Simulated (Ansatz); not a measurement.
# In: one input, then a changed one

The structure comes from a relaxation in the same program, started in the fcc type, and has space group Fm-3m. Whether it is a known phase or the ground state wasn't checked.

First run: DFT, PBE, all-electron LAPW, scalar-relativistic (Ansatz 0.2.0).

Command: `ansatz run input.yaml --threads 1 --pin off --max-ram 2048MiB --backend cpu --events-out ev --progress --plain --runs-dir out` The run took 10 s on 1 thread of Arm Neoverse V1, with other jobs on the host.

```yaml
crystal:
  lattice:
    - [0.0, 2.3956139014, 2.3956139014]
    - [2.3956139014, 0.0, 2.3956139014]
    - [2.3956139014, 2.3956139014, 0.0]
  atoms:
    - { symbol: In, position: [0.0, 0.0, 0.0] }
kpoints:
  mp_grid: { grid: [15, 15, 15] }
  band_path:
    path:
      - [0.0, 0.0, 0.0]
      - [0.5, 0.0, 0.5]
      - [0.625, 0.25, 0.625]
      - [0.375, 0.375, 0.75]
      - [0.0, 0.0, 0.0]
      - [0.5, 0.5, 0.5]
      - [0.5, 0.25, 0.75]
      - [0.5, 0.0, 0.5]
    npoints: 14
scf:
  occupations: { method: fermi_dirac, width: 0.05 }
hamiltonian:
  xc: pbe
  pseudopotentials: { kind: all_electron, lapw: { basis_error: 0.0005 } }
output:
  forces: true
  stress: true
  eigenvalues: true
  populations: true
  dos: { projected: true, de: 0.2, e_range: [-14, 8] }
```

Result: converged; pressure 0.01 GPa; 5 SCF iterations.

No spin–orbit coupling, which matters for the heavy atoms here.

The input is then changed:

```diff
@@ -7,5 +7,5 @@
     - { symbol: In, position: [0.0, 0.0, 0.0] }
 kpoints:
-  mp_grid: { grid: [15, 15, 15] }
+  mp_grid: { grid: [19, 19, 19] }
   band_path:
     path:
@@ -20,5 +20,5 @@
     npoints: 14
 scf:
-  occupations: { method: fermi_dirac, width: 0.05 }
+  occupations: { method: methfessel_paxton, width: 0.05 }
 hamiltonian:
   xc: pbe
@@ -29,4 +29,3 @@
   eigenvalues: true
   populations: true
-  dos: { projected: true, de: 0.2, e_range: [-14, 8] }
```

(1) What does the second run give?

Results:

(1) It converged; energy at zero smearing -1.7 meV/atom from the first run; pressure -0.06 GPa; 5 SCF iterations.
